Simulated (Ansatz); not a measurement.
**How ScAl$_{3}$ stores the work of compression**

Theory: DFT PBE, scalar-relativistic, plane waves, PAW in Ansatz. (420 eV cutoff, 10×10×10 k-mesh, Gaussian smearing of 0.10 eV, no spin polarisation)

The relaxed crystal:

```xyz
4
Lattice="4.1053 0.0000 0.0000 0.0000 4.1053 0.0000 0.0000 0.0000 4.1053" Properties=species:S:1:pos:R:3 pbc="T T T"
Sc    0.0000    0.0000    0.0000
Al    2.0527    0.0000    2.0527
Al    0.0000    2.0527    2.0527
Al    2.0527    2.0527    0.0000
```

Cell and atoms were relaxed at each target pressure within the start's symmetry (Pm-3m), at zero temperature; other phases can be more stable under pressure. H = E + PV with P the target; E is the free energy at the smearing used, whose derivative the pressure is, per atom and counted from zero pressure. The mesh named is that at zero pressure; some other pressures ran on another.

| P (GPa) | V (Å³/atom) | E − E0 (meV) | H − H0 (meV) |
| --- | --- | --- | --- |
| 0 | 17.298 | 0.0 | 0.0 |
| 3 | 16.745 | 5.0 | 318.5 |
| 8 | 15.988 | 30.5 | 828.8 |
| 15 | 15.161 | 89.3 | 1508.6 |
| 30 | 13.865 | 267.2 | 2863.3 |
| 60 | 12.223 | 715.0 | 5292.3 |

Question: Thermodynamics gives dH/dP = V along a relaxed path. Integrate V over P by the trapezoid rule and compare with the computed enthalpies.

Answer: With 1 eV/Å³ = 160.22 GPa, each step adds the mean volume times ΔP / 160.22:
```tsv
P (GPa)	∫V dP (meV)	H − H0 (meV)	difference (meV)
3	318.7	318.5	0.2
8	829.5	828.8	0.6
15	1509.9	1508.6	1.3
30	2868.6	2863.3	5.3
60	5311.0	5292.3	18.7
```

V(P) curves upward, so the trapezoid rule runs high; integrating a smooth curve through the same points (P as a polynomial of degree 4 in ln V) puts that excess at about 18.6 meV at 60 GPa, against the 18.7 meV found.

Question: At 60 GPa, how much of the enthalpy change is stored energy and how much is the PV term?

Answer: E rises by 715 meV/atom and PV is 60 × 12.223 / 160.22 = 4577 meV/atom, so PV makes 86 % of ΔH. So between rival structures at high pressure a small difference in volume can outweigh the difference in energy: 1 % of this volume is worth 45.8 meV/atom at this pressure.

Question: What bulk modulus do the lowest pressures give?

Answer: From the pressures that the runs reached, -3.00 GPa (17.960 Å³) and 3.00 GPa (16.745 Å³), B = −ΔP/Δln V = 6.00 / 0.0701 = 86 GPa, a mean over that range.